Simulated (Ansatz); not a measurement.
# ZrN, space group Fm-3m: a band structure

Program: Ansatz 0.2.0 through its Python package.

`zrn.xyz`
```text
2
Lattice="0.0 2.3 2.3 2.3 0.0 2.3 2.3 2.3 0.0" Properties=species:S:1:pos:R:3 pbc="T T T"
Zr    2.30000000    2.30000000    2.30000000
N     0.00000000    0.00000000    0.00000000
```

The script, `run_bands.py`:
```python
import sys

import ansatz as az
import numpy as np


def main() -> None:
    crystal = az.Crystal.from_extxyz("zrn.xyz")

    path = [
        ("K", (0.375, 0.375, 0.75)),
        ("G", (0.0, 0.0, 0.0)),
        ("L", (0.5, 0.5, 0.5)),
        ("W", (0.5, 0.25, 0.75)),
        ("X", (0.5, 0.0, 0.5)),
    ]
    job = crystal.calculation()
    job = job.functional("pbesol")
    job = job.pseudopotentials("paw")
    job = job.occupations(az.OccupationsMethod.FERMI_DIRAC, width=100 * az.meV)
    job = job.kpoints(11, 11, 11).band_structure([point for _, point in path], intervals=10)
    job = job.scf(extra_bands=10)
    try:
        done = job.run()
    except az.NonConvergedError as error:
        sys.exit(f"no convergence: {error}")
    except az.RefusalError as error:
        sys.exit(f"input refused: {error}")
    data = done.report

    print(f"free energy      {data['free_energy_ev']:.5f} eV")
    print(f"per atom         {data['free_energy_ev'] / len(done.lattice.sites):.5f} eV")
    print(f"SCF iterations   {data['n_iterations']}  (converged: {data['converged']})")

    bands = done.band_structure()
    fermi = bands.fermi_energy_ev
    print(f"zero of the bands: {fermi:.3f} eV, the Fermi level found on the SCF mesh")
    for spin, channel in enumerate(bands.channels):
        print("channel", spin, "- computed levels within 4 eV of the Fermi level")
        for i, (label, _) in enumerate(path):
            levels = channel.eigenvalues_ev[i * 10] - fermi
            print(f"  {label:3s}", " ".join(f"{e:7.3f}" for e in levels if abs(e) < 4))


if __name__ == "__main__":
    main()
```

```console
$ python run_bands.py
DeckWarning: basis.ecutwfc = 420 eV, auto-derived from the records' recommended cutoffs: set by Zr (normal level)
free energy      -4510.96313 eV
per atom         -2255.48157 eV
SCF iterations   6  (converged: True)
zero of the bands: 17.309 eV, the Fermi level found on the SCF mesh
channel 0 - computed levels within 4 eV of the Fermi level
  K    -0.679   3.416   3.681
  G    -2.585  -2.585  -2.585  -0.379  -0.379  -0.379   1.584   1.584   2.794
  L     3.032   3.093   3.093
  W     1.046   1.046
  X    -3.443  -3.100  -3.100   3.367
```
(Warnings from the package without file and line.)

Reading the output:
- Total energies depend on the potentials; only differences at equal settings carry meaning.
- No spin polarisation was allowed.
- The mesh is modest for a metal, so energies can be off by several to tens of meV an atom and pressures by half a GPa or more; differences at equal mesh fare better.
- Of the deposited cell: the entry's cell lengths or inner coordinates differ somewhat from later room-temperature determinations.
- The structure is a deposited one; some such entries were measured under pressure or heat, so a shift against it needn't be the functional's error alone.
- Levels are Kohn-Sham eigenvalues on this mesh, without spin-orbit coupling.
- Finished in 1.1 s on 1 thread of AMD EPYC 9B45 (Zen 5), on a shared host, peak memory 0.38 GiB.
